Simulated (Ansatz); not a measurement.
**What a trial cell of Fe relaxes into**

These are results of DFT PBEsol, scalar-relativistic, plane waves, PAW in Ansatz, not measurements. Cutoff 420 eV, Γ-centred k mesh, Gaussian smearing, no spin polarisation in the final step.

The start puts Fe on the alpha-gallium structure type (Cmce, No. 64), at a guessed volume.

```yaml
crystal:
  lattice:
    - [1.93853, -3.28545, 0.00000]
    - [1.93853, 3.28545, 0.00000]
    - [0.00000, 0.00000, 3.88222]
  atoms:
    - { symbol: Fe, position: [0.15250, 0.84750, 0.07850] }
    - { symbol: Fe, position: [0.65250, 0.34750, 0.42150] }
    - { symbol: Fe, position: [0.84750, 0.15250, 0.92150] }
    - { symbol: Fe, position: [0.34750, 0.65250, 0.57850] }
```

Cell and atoms relax at zero pressure; the relaxation can't lower the symmetry of the start. After a coarse first stage the cell is made exact in the group found at 0.06 Å.

Energies count from the standard state of Fe at the same level.

Question: Which crystal results?

Answer: It ends in I4/mmm (No. 139). Conventional cell: a = 2.448 Å, c = 7.261 Å. Fe is coordinated by 5 Fe at 2.15–2.28 Å and 4 Fe at 2.45 Å.

```cif
data_structure
_symmetry_space_group_name_H-M 'I4/mmm'
_symmetry_Int_Tables_number 139
_cell_length_a 2.4483
_cell_length_b 2.4483
_cell_length_c 7.2606
_cell_angle_alpha 90.000
_cell_angle_beta 90.000
_cell_angle_gamma 90.000
_cell_volume 43.52
loop_
_atom_site_label
_atom_site_type_symbol
_atom_site_symmetry_multiplicity
_atom_site_Wyckoff_symbol
_atom_site_fract_x
_atom_site_fract_y
_atom_site_fract_z
_atom_site_occupancy
Fe1 Fe 4 e 0.50000 0.50000 0.35188 1
```

Question: What are its volume, energy, density and gap?

Answer: The volume per atom is 10.88 Å³. The density is 8.52 g/cm³, the energy over the standard structure is 0.42 eV/atom and the gap on the 32×32×32 mesh is 0 eV (a metal).

The final run used a 32×32×32 mesh on its 2-atom cell and 0.10 eV smearing. The k mesh leaves about 4 meV/atom of noise in metals. A structure relaxed within its symmetry needn't be a true minimum.